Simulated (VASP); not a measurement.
# InP (Fm-3m) in VASP: notebook

One crystal, InP, is run at these levels: r2SCAN; tasks: single point.

Everything below comes from runs of VASP 6.6.1. Logs are shortened: lines on timing, memory, paths and dates and some standing lists are left out, and cuts for length are marked.

## 1. The structure

Symmetry: Fm-3m, No. 225, cubic system. The conventional cell has a = 5.710 Å, b = 5.710 Å, c = 5.710 Å, α = 90.00°, β = 90.00°, γ = 90.00°. In (site symmetry m-3m) is surrounded by 6 P at 2.85 Å. P (site symmetry m-3m) has 6 In at 2.85 Å as nearest neighbours.

Measurements of this composition are mostly on another form, of space group No. 216.

## 2. Single point, r2SCAN

POSCAR reads:

```
InP
1.0
    0.0000000000      2.8550000000      2.8550000000
    2.8550000000      0.0000000000      2.8550000000
    2.8550000000      2.8550000000      0.0000000000
In P
1 1
Direct
    0.0000000000      0.0000000000      0.0000000000
    0.5000000000      0.5000000000      0.5000000000
```

INCAR.step1 reads:

```
SYSTEM = InP
PREC = Accurate ; ENCUT = 520
ISMEAR = 0 ; SIGMA = 0.15
LREAL = .False. ; LASPH = .True.
NELM = 100 ; NBANDS = 16
GGA = PE ; ALGO = Normal
EDIFF = 1E-4 ; LWAVE = .True.
LCHARG = .False.
```

INCAR.step2 reads:

```
SYSTEM = InP
PREC = Accurate ; ENCUT = 520
EDIFF = 1E-6 ; ISMEAR = 0
SIGMA = 0.15 ; LREAL = .False.
LASPH = .True. ; NELM = 100
ALGO = Normal ; ISIF = 2
LWAVE = .False. ; LCHARG = .False.
METAGGA = R2SCAN ; LMIXTAU = .True.
NBANDS = 16 ; ISTART = 1
```

KPOINTS reads:

```
regular mesh
0
Gamma
  16 16 16
  0 0 0
```

Potentials or basis: VASP PAW PBE potentials, release 64 (In_d, P).

Run with:

```
> cat potpaw_PBE.64/In_d/POTCAR potpaw_PBE.64/P/POTCAR > POTCAR
> cp INCAR.step1 INCAR
> mpirun -np 1 vasp_std > vasp.out
> cp INCAR.step2 INCAR
> mpirun -np 1 vasp_std > vasp.out
```

OUTCAR:

```text
SYSTEM = InP
   PREC = Accurate
   ENCUT = 520
   EDIFF = 1E-6
   ISMEAR = 0
   LREAL = .False.
   LASPH = .True.
   NELM = 100
   ISIF = 2
   METAGGA = R2SCAN
   ISTART = 1

 ion  position               nearest neighbor table
   1  0.000  0.000  0.000-   2 2.85   2 2.85   2 2.85   2 2.85   2 2.85   2 2.85
   2  0.500  0.500  0.500-   1 2.85   1 2.85   1 2.85   1 2.85   1 2.85   1 2.85

  LATTYP: Found a face centered cubic cell.
 ALAT       =     5.7100000000

  Lattice vectors:

 A1 = (   0.0000000000,   2.8550000000,   2.8550000000)
 A2 = (   2.8550000000,   0.0000000000,   2.8550000000)
 A3 = (   2.8550000000,   2.8550000000,   0.0000000000)

Analysis of symmetry for initial positions (statically):
=====================================================================
 Subroutine PRICEL returns:
 Original cell was already a primitive cell.

 Routine SETGRP: Setting up the symmetry group for a
 face centered cubic supercell.

 Subroutine GETGRP returns: Found 48 space group operations
 (whereof 48 operations were pure point group operations)
 out of a pool of 48 trial point group operations.

The static configuration has the point symmetry O_h .

Analysis of symmetry for dynamics (positions and initial velocities):
=====================================================================
 Subroutine PRICEL returns:
 Original cell was already a primitive cell.

 Routine SETGRP: Setting up the symmetry group for a
 face centered cubic supercell.

 Subroutine GETGRP returns: Found 48 space group operations
 (whereof 48 operations were pure point group operations)
 out of a pool of 48 trial point group operations.

The dynamic configuration has the point symmetry O_h .

 Subroutine INISYM returns: Found 48 space group operations
 (whereof 48 operations are pure point group operations),
 and found     1 'primitive' translations

----------------------------------------------------------------------------------------

                                     Primitive cell

  volume of cell :      46.5424

  direct lattice vectors                    reciprocal lattice vectors
     0.000000000  2.855000000  2.855000000    -0.175131349  0.175131349  0.175131349
     2.855000000  0.000000000  2.855000000     0.175131349 -0.175131349  0.175131349
     2.855000000  2.855000000  0.000000000     0.175131349  0.175131349 -0.175131349

  length of vectors
     4.037579721  4.037579721  4.037579721     0.303336394  0.303336394  0.303336394

[... 74 lines left out ...]
   ISPIN  =      1    spin polarized calculation?
   LNONCOLLINEAR =      F non collinear calculations
   LSORBIT =      F    spin-orbit coupling
   LASPH  =      T    aspherical Exc in radial PAW
   ENCUT  =  520.0 eV  38.22 Ry    6.18 a.u.   7.51  7.51  7.51*2*pi/ulx,y,z
   NELM   =    100;   NELMIN=  2; NELMDL=  0     # of ELM steps
   EDIFF  = 0.1E-05   stopping-criterion for ELM
   LREAL  =      F    real-space projection
   EDIFFG = 0.1E-04   stopping-criterion for IOM
   NSW    =      0    number of steps for IOM
   IBRION =     -1    ionic relax: 0-MD 1-quasi-New 2-CG
   NFREE  =      0    steps in history (QN), initial steepest desc. (CG)
   ISIF   =      2    stress and relaxation
   ISYM   =      2    0-nonsym 1-usesym 2-fastsym
   POTIM  = 0.5000    time-step for ionic-motion
   TEBEG  =    0.0;   TEEND  =   0.0 temperature during run
   PSTRESS=    0.0 pullay stress
   NELECT =      18.0000    total number of electrons
   NUPDOWN=      -1.0000    fix difference up-down
   EMIN   =  10.00;   EMAX   =-10.00  energy-range for DOS
   EFERMI =   0.00;   METHOD = LEGACY
   ISMEAR =     0;   SIGMA  =   0.15  broadening in eV -4-tet -1-fermi 0-gaus
   EFERMI_NEDOS =   21; number of points for ismear=-14 and -15
   IALGO  =     38    algorithm
   IMIX   =      4    mixing-type and parameters
     AMIX     =   0.40;   BMIX     =  1.00
     AMIX_MAG =   1.60;   BMIX_MAG =  1.00
  volume/ion in A,a.u.               =      23.27       157.04
  Fermi-wavevector in a.u.,A,eV,Ry     =   1.192750  2.253971 19.356375  1.422653
  Thomas-Fermi vector in A             =   2.328781
   LORBIT       =      0    0 simple, 1 ext, 2 COOP (PROOUT), +10 PAW based schemes
   METAGGA = R2SCAN    functional components
   LHFCALC =     F    Hartree Fock is set to
   AEXX    =    0.0000 exact exchange contribution
   IVDW    =     0    specifies the selected vdW correction
   LEPSILON=     F    determine dielectric tensor
   LRPA    =     F    only Hartree local field effects (RPA)
 non-spin polarized calculation
 Gauss-broadening in eV      SIGMA  =   0.15
  energy-cutoff  :      520.00
  volume of cell :       46.54
 maximum number of plane-waves:      1283
   NGX = 15   NGY = 15   NGZ = 15

 number of electron      17.9999993 magnetization

 Free energy of the ion-electron system (eV)
  ---------------------------------------------------
  ext. energy  EPLUGINS =         0.00000000
  ---------------------------------------------------
  free energy    TOTEN  =       -31.61260009 eV

  energy without entropy =      -31.59817716  energy(sigma->0) =      -31.60538862

 E-fermi :   5.8684     XC(G=0): -10.5570

 val. band max:        5.8430065880   @ k =  -0.3750   0.1250   0.0000
 cond. band min:       5.8689667513   @ k =   0.3750   0.0000   0.0000
 fundamental gap:      0.0259601633
 Fermi energy:         5.8684226153

 k-point     1 :       0.0000    0.0000    0.0000
  band No.  band energies     occupation
      1      -8.8652      2.00000
      2      -8.8652      2.00000
      3      -8.8379      2.00000
      4      -8.8379      2.00000
      5      -8.8379      2.00000
      6      -6.0111      2.00000
[... 433 lines left out ...]
      3      -8.8383      2.00000
      4      -8.8343      2.00000
      5      -8.8317      2.00000
      6      -5.8903      2.00000
[... 8 lines left out ...]
     15      14.3399      0.00000
     16      14.7614      0.00000

 [... further k-points ...]
[... 5 lines left out ...]
  --------------------------------------------------------------------------------------
  -------------------------------------------------------------------------------------
  Total       -2.1379942     -2.1379942     -2.1379942      0.0000000      0.0000000      0.0000000
  in kB      -73.5984689    -73.5984689    -73.5984689      0.0000000      0.0000000      0.0000000
  external PRESSURE =     -73.5984689 kB  Pullay stress =       0.0000000 kB

 VOLUME and BASIS-vectors are now :
 -----------------------------------------------------------------------------
  energy-cutoff  :      520.00
  volume of cell :       46.54
      direct lattice vectors                 reciprocal lattice vectors
     0.000000000  2.855000000  2.855000000    -0.175131349  0.175131349  0.175131349
     2.855000000  0.000000000  2.855000000     0.175131349 -0.175131349  0.175131349
     2.855000000  2.855000000  0.000000000     0.175131349  0.175131349 -0.175131349

 POSITION                                       TOTAL-FORCE (eV/Angst)
 -----------------------------------------------------------------------------------
      0.00000      0.00000      0.00000        -0.000000     -0.000000     -0.000000
      2.85500      2.85500      2.85500         0.000000      0.000000      0.000000
 -----------------------------------------------------------------------------------
    total drift:                               -0.000000      0.000000      0.000000

  FREE ENERGIE OF THE ION-ELECTRON SYSTEM (eV)
  ---------------------------------------------------
  free  energy   TOTEN  =       -31.6126000881 eV

  energy  without entropy=      -31.5981771584  energy(sigma->0) =      -31.60538862
```

OUTCAR.step1:

```text
SYSTEM = InP
   PREC = Accurate
   ENCUT = 520
   ISMEAR = 0
   LREAL = .False.
   LASPH = .True.
[... 678 lines left out ...]
      0.00000      0.00000      0.00000         0.000000      0.000000      0.000000
      2.85500      2.85500      2.85500        -0.000000     -0.000000      0.000000
 -----------------------------------------------------------------------------------
    total drift:                               -0.000000      0.000000      0.000000

  FREE ENERGIE OF THE ION-ELECTRON SYSTEM (eV)
  ---------------------------------------------------
  free  energy   TOTEN  =        -7.8464611663 eV

  energy  without entropy=       -7.8294210044  energy(sigma->0) =       -7.83794109
```

OSZICAR.step1:

```text
N       E                     dE             d eps       ncg     rms          rms(c)
DAV:   1     0.107330697694E+03    0.10733E+03   -0.83871E+03  4672   0.127E+03
DAV:   2    -0.125269622895E+01   -0.10858E+03   -0.10385E+03  5112   0.301E+02
DAV:   3    -0.796155426384E+01   -0.67089E+01   -0.66359E+01  6168   0.711E+01
DAV:   4    -0.812730147735E+01   -0.16575E+00   -0.16565E+00  5752   0.116E+01
DAV:   5    -0.813536699548E+01   -0.80655E-02   -0.80654E-02  7024   0.227E+00    0.406E+00
DAV:   6    -0.785260882027E+01    0.28276E+00   -0.52666E-01  7040   0.106E+01    0.230E+00
DAV:   7    -0.784630536119E+01    0.63035E-02   -0.69851E-02  6472   0.197E+00    0.103E+00
DAV:   8    -0.784642666848E+01   -0.12131E-03   -0.67317E-03  5856   0.991E-01    0.103E-01
DAV:   9    -0.784646116626E+01   -0.34498E-04   -0.74693E-04  6920   0.403E-01
   1 F= -.78464612E+01 E0= -.78379411E+01  d E =-.170402E-01
```

It took 6.6 min on 1 thread of Intel Xeon Platinum 8259CL at 2.50GHz (Skylake/Cascade Lake), shared host; peak memory 0.24 GiB.

What came out:

* Free energy: -31.6126 eV
* Pressure: -7.4 GPa
* Band gap on the k mesh: none (metal or under the smearing width)

Levels at points of the mesh, in eV from the Fermi level:
```csv
k point,band 6,band 7,band 8,band 9,band 10,band 11,band 12,band 13
"(0.00, 0.00, 0.00)",-11.88,-0.27,-0.27,-0.27,0.23,7.48,7.48,7.48
"(0.50, 0.00, 0.00)",-10.04,-6.35,0.09,0.09,2.83,3.67,3.67,4.93
"(0.50, 0.50, 0.00)",-9.13,-4.57,-2.48,-2.17,-2.17,4.35,9.78,9.78
```

Caveat: the PAW data sets were made with another functional, which shifts forces and pressure a little.

## 3. Single point, r2SCAN

POSCAR is that of step 2.

INCAR.step1 reads:

```
PREC = Accurate
ENCUT = 520
ISMEAR = 0
SIGMA = 0.15
LREAL = False
LASPH = True
NELM = 100
NBANDS = 16
GGA = PE
ALGO = Normal
EDIFF = 1E-4
LWAVE = True
LCHARG = False
```

INCAR.step2 reads:

```
PREC = Accurate
ENCUT = 520
EDIFF = 1E-7
ISMEAR = 0
SIGMA = 0.15
LREAL = False
LASPH = True
NELM = 100
ALGO = Normal
ISIF = 2
LWAVE = False
LCHARG = False
METAGGA = R2SCAN
LMIXTAU = True
NBANDS = 16
ISTART = 1
```

KPOINTS reads:

```
regular mesh
0
Gamma
  14 14 14
```

Potentials or basis: VASP PAW PBE potentials, release 64 (In_d, P).

Run with:

```
> cat potpaw_PBE.64/In_d/POTCAR potpaw_PBE.64/P/POTCAR > POTCAR
> cp INCAR.step1 INCAR
> mpirun -np 1 vasp_std > vasp.out
> cp INCAR.step2 INCAR
> mpirun -np 1 vasp_std > vasp.out
```

OUTCAR:

```text
PREC = Accurate
   ENCUT = 520
   EDIFF = 1E-7
   ISMEAR = 0
   LREAL = False
   LASPH = True
   NELM = 100
   ISIF = 2
   METAGGA = R2SCAN
   ISTART = 1

 ion  position               nearest neighbor table
   1  0.000  0.000  0.000-   2 2.85   2 2.85   2 2.85   2 2.85   2 2.85   2 2.85
   2  0.500  0.500  0.500-   1 2.85   1 2.85   1 2.85   1 2.85   1 2.85   1 2.85

  LATTYP: Found a face centered cubic cell.
 ALAT       =     5.7100000000

  Lattice vectors:

 A1 = (   0.0000000000,   2.8550000000,   2.8550000000)
 A2 = (   2.8550000000,   0.0000000000,   2.8550000000)
[... 627 lines left out ...]
      5      -8.7852      2.00000
      6      -5.1616      2.00000
[... 8 lines left out ...]
     15      16.2476      0.00000
     16      16.3797      0.00000

 [... further k-points ...]
[... 5 lines left out ...]
  --------------------------------------------------------------------------------------
  -------------------------------------------------------------------------------------
  Total       -2.1188537     -2.1188537     -2.1188537     -0.0000000      0.0000000      0.0000000
  in kB      -72.9395728    -72.9395728    -72.9395728     -0.0000000      0.0000000      0.0000000
  external PRESSURE =     -72.9395728 kB  Pullay stress =       0.0000000 kB

 VOLUME and BASIS-vectors are now :
 -----------------------------------------------------------------------------
  energy-cutoff  :      520.00
  volume of cell :       46.54
      direct lattice vectors                 reciprocal lattice vectors
     0.000000000  2.855000000  2.855000000    -0.175131349  0.175131349  0.175131349
     2.855000000  0.000000000  2.855000000     0.175131349 -0.175131349  0.175131349
     2.855000000  2.855000000  0.000000000     0.175131349  0.175131349 -0.175131349

 POSITION                                       TOTAL-FORCE (eV/Angst)
 -----------------------------------------------------------------------------------
      0.00000      0.00000      0.00000        -0.000000     -0.000000     -0.000000
      2.85500      2.85500      2.85500         0.000000      0.000000      0.000000
 -----------------------------------------------------------------------------------
    total drift:                               -0.000000      0.000000      0.000000

  FREE ENERGIE OF THE ION-ELECTRON SYSTEM (eV)
  ---------------------------------------------------
  free  energy   TOTEN  =       -31.6129912584 eV

  energy  without entropy=      -31.5982450331  energy(sigma->0) =      -31.60561815
```

OSZICAR.step1:

```text
N       E                     dE             d eps       ncg     rms          rms(c)
DAV:   1     0.106737738883E+03    0.10674E+03   -0.84926E+03  3360   0.129E+03
DAV:   2    -0.131728004851E+01   -0.10806E+03   -0.10349E+03  3720   0.299E+02
DAV:   3    -0.795836546849E+01   -0.66411E+01   -0.65360E+01  4384   0.704E+01
DAV:   4    -0.812521124937E+01   -0.16685E+00   -0.16677E+00  4200   0.117E+01
DAV:   5    -0.813358367094E+01   -0.83724E-02   -0.83723E-02  5040   0.230E+00    0.407E+00
DAV:   6    -0.785393129496E+01    0.27965E+00   -0.53455E-01  5016   0.107E+01    0.230E+00
DAV:   7    -0.784946089581E+01    0.44704E-02   -0.62415E-02  4520   0.179E+00    0.105E+00
DAV:   8    -0.784955944698E+01   -0.98551E-04   -0.49720E-03  4104   0.786E-01    0.924E-02
DAV:   9    -0.784967581241E+01   -0.11637E-03   -0.27634E-04  4600   0.218E-01    0.680E-02
DAV:  10    -0.784971026986E+01   -0.34457E-04   -0.32255E-05  2424   0.561E-02
   1 F= -.78497103E+01 E0= -.78423823E+01  d E =-.146560E-01
```

Run time: 5.7 min. Hardware: 1 thread of Intel Xeon Platinum 8259CL at 2.50GHz (Skylake/Cascade Lake), shared host; peak memory 0.22 GiB.

Results:

```yaml
Free_energy: -31.6130 eV
Pressure: -7.3 GPa
Band_gap_on_the_k_mesh: none (metal or under the smearing width)
```

Caveat: the PAW data sets were made with another functional, which shifts forces and pressure a little.
